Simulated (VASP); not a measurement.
# A vacancy on the Te site in La2TeS, part 2 of 5

How easily does a vacancy on the Te site form in La2TeS? The host is relaxed first, then a supercell is run with and without the defect. The cell takes the structure of LaTe from the COD database, with elements swapped. The cell is invented: it takes the structure of COD entry 4344351, LaTe (space group 225 there), with some of its atoms replaced by other elements, volume scaled by an estimate. It may not be a known or stable phase.

VASP 6.6.1, plane waves and PAW; the level of theory is named at each step.

So far. Step 2 (The host at zero pressure): The run ended after 4 ionic steps, 0.005 eV below its first step, once forces and stress met EDIFFG = -0.02.

## 3. The supercell without the defect

Level of this step: PBE; plane waves and PAW (La, Te, S); invented cell (VASP).

System of this step: La2TeS. The cell holds 64 atoms: 32 La, 16 Te and 16 S. Cell: a = 12.415 Å, b = 12.415 Å, c = 12.547 Å, α = 90.0°, β = 90.0°, γ = 90.0°. It derives from La2TeS. It takes the structure of COD entry 4344351, LaTe (space group 225 there), with some of its atoms replaced by other elements, volume scaled by an estimate.

The same cell, mesh and cutoff without the defect give the energy to subtract and, in a gapped host, the band edges to count from, so that most errors cancel.

INCAR

```
SYSTEM = La2TeS
PREC = Normal
ENCUT = 300
EDIFF = 1E-05
NELM = 120
ISMEAR = 1
SIGMA = 0.2
LREAL = Auto
ALGO = Fast
GGA = PE
LORBIT = 11
LWAVE = .FALSE.
LCHARG = .FALSE.
```

POSCAR

```
La2TeS
1.0
    8.7786300992      8.7786300992      0.0000000000
   -8.7786300992      8.7786300992      0.0000000000
    0.0000000000      0.0000000000     12.5469516972
La Te S
32 16 16
Direct
    0.2500000000      0.5000000000      0.2500000000
    0.2500000000      0.5000000000      0.7500000000
    0.5000000000      0.7500000000      0.2500000000
    0.5000000000      0.7500000000      0.7500000000
    0.2500000000      0.0000000000      0.2500000000
    0.2500000000      0.0000000000      0.7500000000
    0.5000000000      0.2500000000      0.2500000000
    0.5000000000      0.2500000000      0.7500000000
    0.7500000000      0.5000000000      0.2500000000
    0.7500000000      0.5000000000      0.7500000000
    0.0000000000      0.7500000000      0.2500000000
    0.0000000000      0.7500000000      0.7500000000
    0.7500000000      0.0000000000      0.2500000000
    0.7500000000      0.0000000000      0.7500000000
    0.0000000000      0.2500000000      0.2500000000
    0.0000000000      0.2500000000      0.7500000000
    0.0000000000      0.5000000000      0.0000000000
    0.0000000000      0.5000000000      0.5000000000
    0.2500000000      0.7500000000      0.0000000000
    0.2500000000      0.7500000000      0.5000000000
    0.0000000000      0.0000000000      0.0000000000
    0.0000000000      0.0000000000      0.5000000000
    0.2500000000      0.2500000000      0.0000000000
    0.2500000000      0.2500000000      0.5000000000
    0.5000000000      0.5000000000      0.0000000000
    0.5000000000      0.5000000000      0.5000000000
    0.7500000000      0.7500000000      0.0000000000
    0.7500000000      0.7500000000      0.5000000000
    0.5000000000      0.0000000000      0.0000000000
    0.5000000000      0.0000000000      0.5000000000
    0.7500000000      0.2500000000      0.0000000000
    0.7500000000      0.2500000000      0.5000000000
    0.0000000000      0.5000000000      0.2500000000
    0.0000000000      0.5000000000      0.7500000000
    0.2500000000      0.7500000000      0.2500000000
    0.2500000000      0.7500000000      0.7500000000
    0.0000000000      0.0000000000      0.2500000000
    0.0000000000      0.0000000000      0.7500000000
    0.2500000000      0.2500000000      0.2500000000
    0.2500000000      0.2500000000      0.7500000000
    0.5000000000      0.5000000000      0.2500000000
    0.5000000000      0.5000000000      0.7500000000
    0.7500000000      0.7500000000      0.2500000000
    0.7500000000      0.7500000000      0.7500000000
    0.5000000000      0.0000000000      0.2500000000
    0.5000000000      0.0000000000      0.7500000000
    0.7500000000      0.2500000000      0.2500000000
    0.7500000000      0.2500000000      0.7500000000
    0.2500000000      0.5000000000      0.0000000000
    0.2500000000      0.5000000000      0.5000000000
    0.5000000000      0.7500000000      0.0000000000
    0.5000000000      0.7500000000      0.5000000000
    0.2500000000      0.0000000000      0.0000000000
    0.2500000000      0.0000000000      0.5000000000
    0.5000000000      0.2500000000      0.0000000000
    0.5000000000      0.2500000000      0.5000000000
    0.7500000000      0.5000000000      0.0000000000
    0.7500000000      0.5000000000      0.5000000000
    0.0000000000      0.7500000000      0.0000000000
    0.0000000000      0.7500000000      0.5000000000
    0.7500000000      0.0000000000      0.0000000000
    0.7500000000      0.0000000000      0.5000000000
    0.0000000000      0.2500000000      0.0000000000
    0.0000000000      0.2500000000      0.5000000000
```

KPOINTS

```
Automatic mesh
0
Monkhorst-Pack
2 2 2
0 0 0
```

Potentials, in the order of the species: La, Te and S (PBE family, release 64).

Launch:

```console
$ export OMP_NUM_THREADS=5
$ mpirun -np 1 vasp_std
```

Log:

```text
[banner, memory and clock lines left out]
running    1 mpi-ranks, on    1 nodes
 distrk:  each k-point on    1 cores,    1 groups
 distr:  one band on    1 cores,    1 groups
 Offloading initialized ...    1 GPUs detected
 POSCAR found type information on POSCAR LaTeS
 POSCAR found :  3 types and      64 ions
 LDA part: xc-table for (Slater+PW92), standard interpolation
 POSCAR, INCAR and KPOINTS ok, starting setup
 FFT: planning ... GRIDC
 FFT: planning ... GRID_SOFT
 FFT: planning ... GRID
 WAVECAR not read
 entering main loop
       N       E                     dE             d eps       ncg     rms          rms(c)
DAV:   1     0.645460128161E+04    0.64546E+04   -0.12678E+05   660   0.137E+03
DAV:   2     0.183080313418E+04   -0.46238E+04   -0.44993E+04   868   0.416E+02
DAV:   3     0.256955573416E+02   -0.18051E+04   -0.17681E+04  1044   0.279E+02
DAV:   4    -0.327276566422E+03   -0.35297E+03   -0.34489E+03  1146   0.145E+02
DAV:   5    -0.374197252675E+03   -0.46921E+02   -0.46100E+02  1256   0.558E+01    0.248E+01
RMM:   6    -0.375683563222E+03   -0.14863E+01   -0.54848E+01   945   0.229E+01    0.159E+01
RMM:   7    -0.380793713123E+03   -0.51101E+01   -0.61747E+01  1168   0.885E+00    0.489E+00
RMM:   8    -0.381903209302E+03   -0.11095E+01   -0.15568E+01  1279   0.465E+00    0.308E+00
RMM:   9    -0.382576868125E+03   -0.67366E+00   -0.89253E+00  1287   0.335E+00    0.108E+00
RMM:  10    -0.382894974766E+03   -0.31811E+00   -0.31589E+00  1304   0.219E+00    0.940E-01
RMM:  11    -0.383140221657E+03   -0.24525E+00   -0.24658E+00  1304   0.165E+00    0.108E+00
RMM:  12    -0.383290029378E+03   -0.14981E+00   -0.13283E+00  1304   0.144E+00    0.208E+00
RMM:  13    -0.383362219516E+03   -0.72190E-01   -0.10838E+00  1303   0.140E+00    0.329E-01
RMM:  14    -0.383435758179E+03   -0.73539E-01   -0.76571E-01  1304   0.103E+00    0.389E-01
RMM:  15    -0.383486345401E+03   -0.50587E-01   -0.52122E-01  1304   0.885E-01    0.329E-01
RMM:  16    -0.383528030068E+03   -0.41685E-01   -0.43409E-01  1304   0.784E-01    0.396E-01
RMM:  17    -0.383557757331E+03   -0.29727E-01   -0.31062E-01  1304   0.710E-01    0.259E-01
RMM:  18    -0.383584659425E+03   -0.26902E-01   -0.26991E-01  1304   0.634E-01    0.356E-01
RMM:  19    -0.383602341074E+03   -0.17682E-01   -0.19495E-01  1299   0.572E-01    0.292E-01
RMM:  20    -0.383617443127E+03   -0.15102E-01   -0.16689E-01  1285   0.518E-01    0.199E-01
RMM:  21    -0.383629676437E+03   -0.12233E-01   -0.12946E-01  1216   0.471E-01    0.212E-01
RMM:  22    -0.383639898105E+03   -0.10222E-01   -0.10916E-01  1211   0.434E-01    0.217E-01
RMM:  23    -0.383647752846E+03   -0.78547E-02   -0.87807E-02  1210   0.402E-01    0.178E-01
RMM:  24    -0.383654238109E+03   -0.64853E-02   -0.70974E-02  1221   0.368E-01    0.145E-01
RMM:  25    -0.383659845068E+03   -0.56070E-02   -0.60106E-02  1227   0.334E-01    0.143E-01
RMM:  26    -0.383664297153E+03   -0.44521E-02   -0.47997E-02  1207   0.308E-01    0.158E-01
RMM:  27    -0.383668096129E+03   -0.37990E-02   -0.41388E-02  1214   0.286E-01    0.108E-01
RMM:  28    -0.383671019820E+03   -0.29237E-02   -0.31937E-02  1226   0.263E-01    0.645E-02
RMM:  29    -0.383673714354E+03   -0.26945E-02   -0.29052E-02  1224   0.238E-01    0.565E-02
RMM:  30    -0.383675732536E+03   -0.20182E-02   -0.22064E-02  1209   0.219E-01    0.588E-02
[...]
RMM:  61    -0.383687696948E+03   -0.30583E-04   -0.31809E-04   757   0.312E-02    0.130E-02
RMM:  62    -0.383687722757E+03   -0.25809E-04   -0.28580E-04   731   0.299E-02    0.157E-02
RMM:  63    -0.383687742315E+03   -0.19558E-04   -0.25739E-04   714   0.296E-02    0.215E-02
RMM:  64    -0.383687761808E+03   -0.19493E-04   -0.22911E-04   689   0.286E-02    0.229E-02
RMM:  65    -0.383687778837E+03   -0.17029E-04   -0.20670E-04   675   0.275E-02    0.235E-02
RMM:  66    -0.383687795930E+03   -0.17093E-04   -0.18331E-04   651   0.264E-02    0.233E-02
RMM:  67    -0.383687810355E+03   -0.14425E-04   -0.17460E-04   634   0.273E-02    0.258E-02
RMM:  68    -0.383687822680E+03   -0.12325E-04   -0.14625E-04   623   0.265E-02    0.263E-02
RMM:  69    -0.383687834708E+03   -0.12028E-04   -0.14083E-04   611   0.266E-02    0.269E-02
RMM:  70    -0.383687844788E+03   -0.10080E-04   -0.12029E-04   603   0.255E-02    0.274E-02
RMM:  71    -0.383687853223E+03   -0.84346E-05   -0.11161E-04   599   0.237E-02    0.266E-02
RMM:  72    -0.383687860095E+03   -0.68727E-05   -0.98038E-05   584   0.222E-02
   1 F= -.38368786E+03 E0= -.38363026E+03  d E =-.172799E+00
```

Elapsed: 4.5 min, on 1 × NVIDIA H100 80GB HBM3, 81559 MiB with 1 MPI rank of AMD EPYC 7R13 (Zen 3), card shared with another run, shared host; peak memory 2 GiB.

From OUTCAR (step 3):

```text
  LATTYP: Found a simple tetragonal cell.
 ALAT       =    12.4148577453
 C/A-ratio  =     1.0106399892

The static configuration has the point symmetry D_4h.

 Found      1 irreducible k-points:

   k-points           NKPTS =      1   k-points in BZ     NKDIM =      1   number of bands    NBANDS=    326

   dimension x,y,z NGX =    54 NGY =   54 NGZ =   54
   dimension x,y,z NGXF=   108 NGYF=  108 NGZF=  108

   ENCUT  =  300.0 eV  22.05 Ry    4.70 a.u.  17.53 17.53 17.72*2*pi/ulx,y,z

   NELECT =     544.0000    total number of electrons

 E-fermi :   8.2792

 k-point     1 :       0.2500    0.2500    0.2500
  band No.  band energies     occupation
    ...
    270       8.1880      1.69015
    271       8.1880      1.69015
    272       8.2750      1.03522
    273       8.3179      0.67886
    274       8.3179      0.67886
    275       8.3532      0.41886
    276       8.3532      0.41886
    277       8.3698      0.31327
    278       8.4734     -0.04366
    279       8.5407     -0.06904
    ...

  Total        0.5175743      0.5175743    -13.6872119      0.0000000      0.0000000     -0.0000000
  in kB        0.4288067      0.4288067    -11.3397597      0.0000000      0.0000000     -0.0000000
  external PRESSURE =      -3.4940488 kB  Pullay stress =       0.0000000 kB

  energy-cutoff  :      300.00
  volume of cell :     1933.85
      direct lattice vectors                 reciprocal lattice vectors
     8.778630099  8.778630099  0.000000000     0.056956495  0.056956495 -0.000000000
    -8.778630099  8.778630099  0.000000000    -0.056956495  0.056956495  0.000000000
     0.000000000  0.000000000 12.546951697     0.000000000 -0.000000000  0.079700634

 POSITION                                       TOTAL-FORCE (eV/Angst)
 -----------------------------------------------------------------------------------
     -2.19466      6.58397      3.13674         0.000000      0.000000      0.000000
     -2.19466      6.58397      9.41021         0.000000      0.000000      0.000000
     -2.19466     10.97329      3.13674         0.000000      0.000000      0.000000
     -2.19466     10.97329      9.41021         0.000000     -0.000000      0.000000
      2.19466      2.19466      3.13674        -0.000000      0.000000      0.000000
      2.19466      2.19466      9.41021         0.000000     -0.000000     -0.000000
      2.19466      6.58397      3.13674        -0.000000      0.000000      0.000000
      2.19466      6.58397      9.41021        -0.000000      0.000000      0.000000
      2.19466     10.97329      3.13674         0.000000      0.000000     -0.000000
      2.19466     10.97329      9.41021        -0.000000     -0.000000      0.000000
     -6.58397      6.58397      3.13674        -0.000000      0.000000     -0.000000
     -6.58397      6.58397      9.41021        -0.000000     -0.000000     -0.000000
      6.58397      6.58397      3.13674        -0.000000     -0.000000      0.000000
      6.58397      6.58397      9.41021        -0.000000     -0.000000      0.000000
     -2.19466      2.19466      3.13674         0.000000      0.000000     -0.000000
     -2.19466      2.19466      9.41021         0.000000      0.000000      0.000000
     -4.38932      4.38932      0.00000         0.000000     -0.000000      0.000000
     -4.38932      4.38932      6.27348         0.000000      0.000000     -0.000000
     -4.38932      8.77863      0.00000         0.000000      0.000000      0.000000
     -4.38932      8.77863      6.27348         0.000000      0.000000     -0.000000
      0.00000      0.00000      0.00000        -0.000000     -0.000000      0.000000
      0.00000      0.00000      6.27348        -0.000000      0.000000     -0.000000
      0.00000      4.38932      0.00000         0.000000      0.000000     -0.000000
      0.00000      4.38932      6.27348         0.000000      0.000000     -0.000000
      0.00000      8.77863      0.00000        -0.000000      0.000000     -0.000000
      0.00000      8.77863      6.27348        -0.000000      0.000000      0.000000
      0.00000     13.16795      0.00000         0.000000     -0.000000     -0.000000
      0.00000     13.16795      6.27348        -0.000000     -0.000000      0.000000
      4.38932      4.38932      0.00000        -0.000000      0.000000     -0.000000
      4.38932      4.38932      6.27348         0.000000      0.000000      0.000000
      4.38932      8.77863      0.00000        -0.000000      0.000000      0.000000
      4.38932      8.77863      6.27348         0.000000     -0.000000     -0.000000
     -4.38932      4.38932      3.13674        -0.000000     -0.000000     -0.000000
     -4.38932      4.38932      9.41021        -0.000000     -0.000000     -0.000000
     -4.38932      8.77863      3.13674         0.000000     -0.000000     -0.000000
     -4.38932      8.77863      9.41021        -0.000000      0.000000     -0.000000
      0.00000      0.00000      3.13674        -0.000000     -0.000000      0.000000
      0.00000      0.00000      9.41021        -0.000000     -0.000000      0.000000
[...]
-----------------------------------------------------------------------------------
    total drift:                               -0.000000      0.000000     -0.000000

  FREE ENERGIE OF THE ION-ELECTRON SYSTEM (eV)
  ---------------------------------------------------
  free  energy   TOTEN  =      -383.6878600953 eV

  energy  without entropy=     -383.5150610726  energy(sigma->0) =     -383.63026042

 total charge
# of ion       s       p       d       f       tot
--------------------------------------------------
    1        2.006   5.639   0.750   0.176   8.572
    2        2.006   5.639   0.750   0.176   8.572
    3        2.006   5.639   0.750   0.176   8.572
    4        2.006   5.639   0.750   0.176   8.572
    5        2.006   5.639   0.750   0.176   8.572
    6        2.006   5.639   0.750   0.176   8.572
    7        2.006   5.639   0.750   0.176   8.572
    8        2.006   5.639   0.750   0.176   8.572
    9        2.006   5.639   0.750   0.176   8.572
   10        2.006   5.639   0.750   0.176   8.572
   11        2.006   5.639   0.750   0.176   8.572
   12        2.006   5.639   0.750   0.176   8.572
   13        2.006   5.639   0.750   0.176   8.572
   14        2.006   5.639   0.750   0.176   8.572
   15        2.006   5.639   0.750   0.176   8.572
   16        2.006   5.639   0.750   0.176   8.572
   17        2.000   5.641   0.667   0.173   8.482
   18        2.000   5.641   0.667   0.173   8.482
   19        2.000   5.641   0.667   0.173   8.482
   20        2.000   5.641   0.667   0.173   8.482
   21        2.000   5.641   0.667   0.173   8.482
   22        2.000   5.641   0.667   0.173   8.482
   23        2.000   5.641   0.667   0.173   8.482
   24        2.000   5.641   0.667   0.173   8.482
   25        2.000   5.641   0.667   0.173   8.482
   26        2.000   5.641   0.667   0.173   8.482
   27        2.000   5.641   0.667   0.173   8.482
   28        2.000   5.641   0.667   0.173   8.482
   29        2.000   5.641   0.667   0.173   8.482
   30        2.000   5.641   0.667   0.173   8.482
   31        2.000   5.641   0.667   0.173   8.482
   32        2.000   5.641   0.667   0.173   8.482
   33        1.346   2.171   0.049   0.000   3.566
   34        1.346   2.171   0.049   0.000   3.566
   35        1.346   2.171   0.049   0.000   3.566
   36        1.346   2.171   0.049   0.000   3.566
   37        1.346   2.171   0.049   0.000   3.566
[...]
--------------------------------------------------
tot        106.762 253.277  23.455   5.597 389.090

[... 1 part as in an earlier step ...]

[... 3 further parts left out ...]
```

This step gave:

| Quantity | Value |
| --- | --- |
| electronic cycles | 72 |
| electrons | 544 |
| free energy (TOTEN) | -383.6879 eV |
| energy at zero smearing | -383.6303 eV |
| Fermi energy | 8.279 eV |

A spacing of under 0.3 eV between levels on this mesh is not given as a gap, since the run was smeared as a metal.

The host is treated as a metal, as its relaxation found a gap under 0.3 eV or none, and only the neutral defect is run.

(Continued in part 3 of 5.)

[Lines on the potential files, build, host, timing and source positions are cut from VASP's logs without a mark.]

[Logs are printed without paths, hosts, clocks, repeated set-up lines and the standing remarks that a program may print on its own settings, such as how far it seeks lower states.]

[Hosts, paths, dates, database ids (printed as entryN), source tags and the programs' standing remarks are cut or masked in the printed files.]

[In band tables of VASP the shares of atoms and orbitals are scaled to a sum of 1 inside the atoms' spheres.]

[Runs that stopped without an error message from VASP are left out.]
